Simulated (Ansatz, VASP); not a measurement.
KBr in VASP and in Ansatz

```
CELL_PARAMETERS angstrom
0.00000 3.30000 3.30000
3.30000 0.00000 3.30000
3.30000 3.30000 0.00000
ATOMIC_POSITIONS crystal
Br 0.50000 0.50000 0.50000
K 0.00000 0.00000 0.00000
```

Alike in both runs: task single point; functional HSE(alpha, omega); k mesh 4 × 4 × 4; occupations fermi-dirac, width 0.05 eV; no spin polarisation.

|  | VASP | Ansatz |
| --- | --- | --- |
| version | VASP 6.6.1 | Ansatz 0.2.0 |
| potentials or method | VASP PAW PBE potentials, release 64 (Br, K_sv) | Ansatz PAW |
| plane-wave cutoff (eV) | 520 | 420 |
| valence electrons in the cell | 16 | 16 |

```csv
,VASP,Ansatz,Ansatz less VASP
gap on the k mesh at the Fermi level (eV),5.18,5.18,+0.004
least direct gap on the mesh (eV),5.18,5.18,+0.004
pressure (GPa),0.5,0.5,-0.03
```

Caveats: the PAW data sets were made with another functional, which shifts forces and pressure a little (VASP); the PAW data sets come from PBE, with cores solved anew for the run's functional, which leaves a small shift of forces and pressure (Ansatz); the thresholds are loose for stress (Ansatz).
